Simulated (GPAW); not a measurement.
The system is As.

```
CELL_PARAMETERS angstrom
1.88080 1.08588 3.51406
-1.88080 1.08588 3.51406
0.00000 -2.17176 3.51406
ATOMIC_POSITIONS crystal
As 0.22600 0.22600 0.22600
As 0.77400 0.77400 0.77400
```

| Item | Value |
| --- | --- |
| Program | GPAW 26.7.0 |
| Task | relaxation of cell and atoms |
| Functional | r2SCAN |
| Potentials or basis | GPAW PAW data sets (gpaw-data 1.2.1) |
| Cutoff | 600 eV |
| Basis | pw |
| k mesh | 6 × 6 × 6 |
| Occupations | fermi-dirac, width 0.05 eV |
| Spin | no spin polarisation |

At the start: pressure 1.8 GPa; volume 21.53 Å³/atom.

Task: Where does the relaxation end?

Result: Over 10 steps the energy falls by 2.7 meV/atom and the volume is 22.05 Å³/atom (+2.4 %); space group R-3m (No. 166, to 0.05 Å).

The path:
| step | energy change (eV) | largest force (eV/Å) | pressure (GPa) | volume (Å³) |
| --- | --- | --- | --- | --- |
| 1 | 0.0000 | 0.0709 | 1.75 | 43.06 |
| 2 | -0.0016 | 0.0342 | 1.42 | 43.21 |
| 3 | -0.0035 | 0.0264 | 0.85 | 43.49 |
| 4 | -0.0046 | 0.0880 | 0.18 | 43.85 |
| 5 | -0.0045 | 0.1189 | -0.37 | 44.20 |
| 6 | -0.0046 | 0.1124 | -0.34 | 44.19 |
| 7 | -0.0048 | 0.0997 | -0.28 | 44.17 |
| 8 | -0.0050 | 0.0817 | -0.20 | 44.15 |
| 9 | -0.0053 | 0.0594 | -0.10 | 44.12 |
| 10 | -0.0054 | 0.0344 | 0.01 | 44.10 |

Final structure:
```
As
1.0
     1.89492    1.09403    3.54501
    -1.89492    1.09403    3.54501
     0.00000   -2.18807    3.54501
As
2
Direct
  0.22575 0.22575 0.22575
  0.77425 0.77425 0.77425
```

Caveat: later steps reuse the first step's grids; the PAW data sets were made with another functional, which shifts forces and pressure a little.
